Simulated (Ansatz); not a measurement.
CsCl, CsCl type, relaxed with r2SCAN, was run in Ansatz under altered settings. All numbers are computed, without spin polarisation but where a row says otherwise.

```xyz
2
Lattice="4.1407 0.0000 0.0000 0.0000 4.1407 0.0000 0.0000 0.0000 4.1407" Properties=species:S:1:pos:R:3 pbc="T T T"
Cs    0.0000    0.0000    0.0000
Cl    2.0703    2.0703    2.0703
```

The base run's other keys:
```yaml
kpoints:
  mp_grid: { grid: [4, 4, 4] }
hamiltonian:
  xc: pbe
scf:
  occupations: { method: fixed }
  n_extra_bands: 4
```

It takes 6 iterations with 1357 plane waves at 420 eV and 10 k points, and leaves a mean stress of +0.77 GPa. The gap over this mesh is 5.213 eV. It ran on 4 threads of Arm Neoverse N1 (shared host).

Outcomes, with energy and stress as changes against the base:
```csv
setting,outcome,ΔF (meV/atom),Δ mean stress (GPa),gap on the mesh (eV),iterations,wall time
scf.n_extra_bands: 24,converged,0.0,0.00,5.213,6,0.72 s
basis.ecutwfc: 900,converged,-0.1,0.00,5.213,6,1.2 s
basis.ecutrho_ratio: 8,converged,0.0,0.00,5.213,6,0.65 s
scf.mixing.preconditioner: none,converged,0.0,0.00,5.213,6,0.56 s
scf.occupations: methfessel_paxton 0.2,converged,0.0,0.00,5.213,5,0.55 s
scf.convergence.dr2_threshold: 1e-12,converged,0.0,0.00,5.213,8,0.6 s
hamiltonian.xc: pbesol,converged,–,-1.61,5.003,6,0.63 s
accuracy: high,converged,0.0,0.00,5.213,7,0.61 s
scf.occupations: fermi_dirac 0.001,converged,0.0,0.00,5.213,6,0.57 s
hamiltonian.pseudopotentials: nc (cutoff then 789 eV),converged,–,-0.01,5.212,7,0.84 s
"kpoints.mp_grid.shift: [0.5, 0.5, 0.5]",converged,-0.4,-0.01,6.207,6,0.44 s
scf.occupations: fermi_dirac 0.2,converged,0.0,0.00,5.213,6,0.56 s
hamiltonian.pseudopotentials: ultrasoft,refused,–,–,–,–,0.03 s
magnetization.initial_magnetization: 2.0,refused,–,–,–,–,0.07 s
```
A dash marks a value that wasn't obtained or can't be compared. Stress is positive in compression. The base took 0.66 s.

- hamiltonian.xc: pbesol. The mean stress moves by -1.61 GPa and the gap on the mesh by -0.210 eV (to 5.003). It's another functional on the same cell, so totals aren't comparable.
- kpoints.mp_grid.shift: [0.5, 0.5, 0.5]. The free energy moves by -0.4 meV an atom, the mean stress by -0.01 GPa and the gap on the mesh by +0.994 eV (to 6.207). The gap changes mostly because other points are sampled; a mesh that misses a band edge overestimates it.
- hamiltonian.pseudopotentials: ultrasoft. The program doesn't start. Error: YAML parse error: line 13 column 29: unknown variant `uspp`, expected one of nc, nc_fr, paw, paw_fr, all_electron
- magnetization.initial_magnetization: 2.0. The input is refused before any iteration. Error: inconsistent input (scf.occupations.method, magnetization): a σ = 0 step fill (method: fixed, or a smearing width below the step floor) with no hard lock on the total moment puts the same N_el/2 bands in each spin channel, which gives a total moment of zero, but the starting moments sum to +2.0000 μB […]

Within 1 meV an atom, 0.1 GPa and 0.005 eV of the base stay: scf.n_extra_bands: 24; basis.ecutwfc: 900; basis.ecutrho_ratio: 8; scf.mixing.preconditioner: none; scf.occupations: methfessel_paxton 0.2; scf.convergence.dr2_threshold: 1e-12; accuracy: high; scf.occupations: fermi_dirac 0.001; scf.occupations: fermi_dirac 0.2.

The runs are scalar-relativistic, without spin-orbit coupling.
